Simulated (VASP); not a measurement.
CoO, 2 atoms in the cell. The structure is cubic, space group Pm-3m (No. 221). Conventional cell: a = 2.571 Å, b = 2.571 Å, c = 2.571 Å, α = 90.00°, β = 90.00°, γ = 90.00°. Co (site symmetry m-3m) is surrounded by 8 O at 2.23 Å. O (site symmetry m-3m) has 8 Co at 2.23 Å as nearest neighbours. Measurements of this composition are mostly on another form, of space group No. 225.

| Property | Result |
| --- | --- |
| Program | VASP 6.6.1 |
| Task | elastic constants |
| Functional | r2SCAN |
| Potentials or basis | VASP PAW PBE potentials, release 64 (Co, O) |
| Cutoff | 600 eV |
| k mesh | 7 × 7 × 7 |
| Occupations | gaussian, width 0.05 eV |
| Spin | collinear spin, ferromagnetic start |
| Starting moments | [2.0, 0.0] μB |
| Ions in elastic constants | relaxed |
| Further INCAR settings | ALGO = Normal; EDIFF = 1e-08; IBRION = 6; POTIM = 0.015; NSW = 1; ISIF = 3 |

Potentials or basis: VASP PAW PBE potentials, release 64 (Co, O).

The run is started by

```sh
$ cat potpaw_PBE.64/Co/POTCAR potpaw_PBE.64/O/POTCAR > POTCAR
$ cp INCAR.step1 INCAR
$ mpirun -np 1 vasp_std > vasp.out
$ cp CONTCAR POSCAR
$ cp INCAR.step2 INCAR
$ mpirun -np 1 vasp_std > vasp.out
```

Hardware: 1 thread of Intel(R) Xeon(R) Platinum 8488C (Sapphire Rapids), on a shared host.

Problem. Estimate the wall time of this run.

Solution. It took 25 min on 1 thread of Intel(R) Xeon(R) Platinum 8488C (Sapphire Rapids), on a shared host, peak memory 0.24 GiB. Counts: scf iterations 241, k points 20, ion steps 3.
